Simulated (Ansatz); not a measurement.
Method: DFT PBE, scalar-relativistic, plane waves, PAW (Ansatz). Settings: cutoff 420 eV, Γ-centred meshes spaced at most about 0.3 Å⁻¹, and about 0.25 Å⁻¹ or finer for metals (2π included), Gaussian smearing. No spin polarisation.

Energies count from the standard state of Lu at the same level.

These are static total energies at zero pressure. The comparison covers the computed candidates alone.

A search for Lu gave 4 distinct relaxed structures. Coordination counts all near atoms (those within 1.25 times the shortest distance at each site). Cells relaxed within their symmetry can be saddle points.

Task: Which structure of Lu came out lowest?

Result: The one with the fcc type, space group Fm-3m (No. 225), reached from: random cell. It has a = 4.872 Å, 28.9 Å³/atom, no gap on the mesh. Around Lu lie 12 Lu at 3.44 Å. Its energy over the standard state is +0.04 eV/atom. It lies above the standard state, so it could only be metastable. The Crystallography Open Database (COD) lists this formula in space group No. 194, and no cell compared here matches those entries.

```cif
data_structure
_symmetry_space_group_name_H-M 'P 1'
_symmetry_Int_Tables_number 1
_cell_length_a 3.4450
_cell_length_b 3.4450
_cell_length_c 3.4450
_cell_angle_alpha 60.000
_cell_angle_beta 60.000
_cell_angle_gamma 60.000
_cell_volume 28.91
loop_
_atom_site_label
_atom_site_type_symbol
_atom_site_fract_x
_atom_site_fract_y
_atom_site_fract_z
_atom_site_occupancy
Lu1 Lu 0.00000 0.00000 0.00000 1
```

Task: How much higher is the Pm-3m structure with 33.0 Å³/atom and coordination Lu 6 (reached from: random cell)?

Result: 0.81 eV/atom. It has the simple cubic type. It has no gap on its mesh.

Task: How much higher is the Fd-3m structure with 50.6 Å³/atom and coordination Lu 4 (reached from: random cell)?

Result: 1.96 eV/atom. It has the diamond type. It has no gap on its mesh.

Some structure types and database cells were kept out of the candidates from the start, so a known form may be missing.
